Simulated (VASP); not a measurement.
Input of a VASP 6.6.1 run:

Contents of INCAR:

```
SYSTEM = Ta
PREC = Accurate ; ENCUT = 600
EDIFF = 1E-6 ; ISMEAR = 1
SIGMA = 0.1 ; LREAL = .FALSE.
LASPH = .TRUE. ; NELM = 80
ALGO = Normal ; ISIF = 3
LWAVE = .FALSE. ; LCHARG = .FALSE.
GGA = CA ; IBRION = 2
NSW = 90 ; EDIFFG = -0.01
```

Contents of KPOINTS:

```
Automatic mesh
0
G
  16 16 16
  0 0 0
```

POSCAR

```
Ta
1.0
   -1.6512800000      1.6512800000      1.6512800000
    1.6512800000     -1.6512800000      1.6512800000
    1.6512800000      1.6512800000     -1.6512800000
Ta
1
Direct
    0.0000000000      0.0000000000      0.0000000000
```

Potentials or basis: VASP PAW LDA potentials, release 64 (Ta_pv).

Run with:

```bash
$ cat potpaw_LDA.64/Ta_pv/POTCAR > POTCAR
$ mpirun -np 1 vasp_std > vasp.out
```

Q: What does it give for the band gap on the k mesh?

A: None (metal or under the smearing width).

Q: Predict the relaxed cell.

A: a = 2.820 Å, b = 2.820 Å, c = 2.820 Å, α = 109.47°, β = 109.47°, γ = 109.47°.

Final structure:
```yaml
crystal:
  lattice:
    - [-1.62829, 1.62829, 1.62829]
    - [1.62829, -1.62829, 1.62829]
    - [1.62829, 1.62829, -1.62829]
  atoms:
    - { symbol: Ta, position: [0.00000, 0.00000, 0.00000] }
```

Spin-orbit coupling is left out, which matters for the levels of Ta. Zero-point motion and thermal expansion aren't in these numbers.
